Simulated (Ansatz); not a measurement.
**SrO: moving Sr off its site**

SrO, Fm-3m, a = 5.140 Å (as given, not relaxed at this level: 1.1 GPa). Ansatz: r2SCAN, PAW, 500 eV, Γ-centred 8×8×8 mesh on 2 atoms, Gaussian smearing 0.05 eV; no spin polarisation.

```xyz
2
Lattice="0.0000 2.5698 2.5698 2.5698 0.0000 2.5698 2.5698 2.5698 0.0000" Properties=species:S:1:pos:R:3 pbc="T T T"
Sr    0.0000    0.0000    0.0000
O     2.5698    2.5698    2.5698
```

Atom 1 (Sr) moves by x along the unit vector (0.000, 0.000, -1.000), with its periodic images; all else is held. y is the free energy of the cell over the start, F the force along the path summed over the moved atoms. Symmetry makes y even in x.

```
  x (Å) y (meV) F (eV/Å)
-0.1000    12.58      0.26
-0.0500     3.06      0.12
 0.0000     0.00      0.00
 0.0125     0.19     -0.03
 0.0250     0.76     -0.06
 0.0375     1.72     -0.09
 0.0625     4.81     -0.16
 0.0750     6.97     -0.19
 0.0875        ?         ?
```

Question: Fit y = c2 x² + c4 x⁴ to the energies of the other rows, give the force constant, and predict energy and force of the missing row.

Answer: Least squares on the rows shown. y = 1214 x² + 4364 x⁴. The force constant is 2 c2 = 2.43 eV/Å² (for all images moving together, not for a lone atom). With two atoms in a cubic cell this is the optical mode at Γ without the LO field: ω = 521.5 √(2 c2/μ) = 221 cm⁻¹ for μ = 13.53 u. The force −dy/dx at the missing row is -0.22 eV/Å (computed -0.22). At x = 0.0875 the fit asked for gives 9.55 meV. The run gave 9.56 meV, so the fit is 0.01 meV too low, a small miss on the scale of the series.